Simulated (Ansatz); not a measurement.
# InSe: the cost of one run

Program: Ansatz 0.2.0. Level of theory: DFT PBE+D3(BJ), scalar-relativistic, plane waves, PAW. These are calculated values, not measurements.

A COD entry behind a cell of this session may itself be a prediction, so a difference from it is no test against experiment.

5 further runs of the same task are left out: 5 set aside as unsound or not needed.

### 1 The system as given

The structure is hexagonal, space group P-6m2 (No. 187). The conventional cell has a = 4.027 Å, b = 4.027 Å, c = 28.271 Å, α = 90.00°, β = 90.00°, γ = 120.00°. Se (site symmetry 3m) is surrounded by 3 In at 2.66 Å. In (site symmetry 3m) is surrounded by 3 Se at 2.66 Å and 1 In at 2.79 Å.

Coordinates:

```
Se In
1.0
     4.02661    0.00000    0.00000
    -2.01331    3.48715    0.00000
     0.00000    0.00000   28.27071
Se In
4 4
Direct
  0.00000 0.00000 0.15918
  0.00000 0.00000 0.34967
  0.00000 0.00000 0.45968
  0.00000 0.00000 0.65017
  0.66667 0.33333 0.20500
  0.66667 0.33333 0.30385
  0.66667 0.33333 0.50550
  0.66667 0.33333 0.60435
```

This is the geometry of the first run shown, built on a cell relaxed beforehand with the same method.

### 2 Plan of the line

Atoms count from 1 in the order of the input.

The upper layer of a bilayer is slid over the lower one; relaxed at each slide: nothing; the origin of the map has Se5 above Se4; the distance between the facing planes is held at 3.11 Å.

First coordinate, slide of the upper layer along the first cell vector, from Se5 above Se4: 9 values from 0.000 to 0.889, periodic. Second coordinate, slide of the upper layer along the second cell vector, from Se5 above Se4: 9 values from 0.000 to 0.889, periodic.

Nothing else is relaxed. Points are written as (first, second).

The two vectors of the plane (Å): (4.027, 0.000, 0.000); (-2.013, 3.487, 0.000).

### 3 Grid point (0/9, 0/9) of the map's two axes

A dipole layer in the vacuum cancels the field that periodic copies would set up if the slab's two faces differ.

input.yaml

```yaml
crystal:
  lattice:
    - [4.026610364, 0.0, 0.0]
    - [-2.013305182, 3.4871468663, 0.0]
    - [0.0, 0.0, 28.2707108021]
  atoms:
    - { symbol: Se, position: [0.0, 0.0, 0.1591753399] }
    - { symbol: In, position: [0.6666666667, 0.3333333333, 0.2049979895] }
    - { symbol: In, position: [0.6666666667, 0.3333333333, 0.3038451603] }
    - { symbol: Se, position: [0.0, 0.0, 0.3496677346] }
    - { symbol: Se, position: [0.0, 0.0, 0.4596755806] }
    - { symbol: In, position: [0.6666666667, 0.3333333333, 0.5054982302] }
    - { symbol: In, position: [0.6666666667, 0.3333333333, 0.604345401] }
    - { symbol: Se, position: [0.0, 0.0, 0.6501679753] }
basis:
  ecutwfc: 420
kpoints:
  mp_grid: { grid: [9, 9, 1] }
hamiltonian:
  xc: pbe
  pseudopotentials: { kind: paw, azcp: { folder: soft_1 } }
  dispersion: d3bj
scf:
  occupations: { method: gaussian, width: 0.05 }
output:
  forces: true
  eigenvalues: true
efield:
  axis: 3
  dipole_correction: true
  ramp_width: 0.04
```

Run with:

```sh
$ ansatz run input.yaml --threads 1 --pin off --max-ram 3072MiB --backend cpu --events-out ev --progress --plain --runs-dir out
```

Q: Estimate wall time and peak memory on 1 thread of Arm Neoverse V2, shared host.

About 43 s, with a peak of 0.63 GiB.
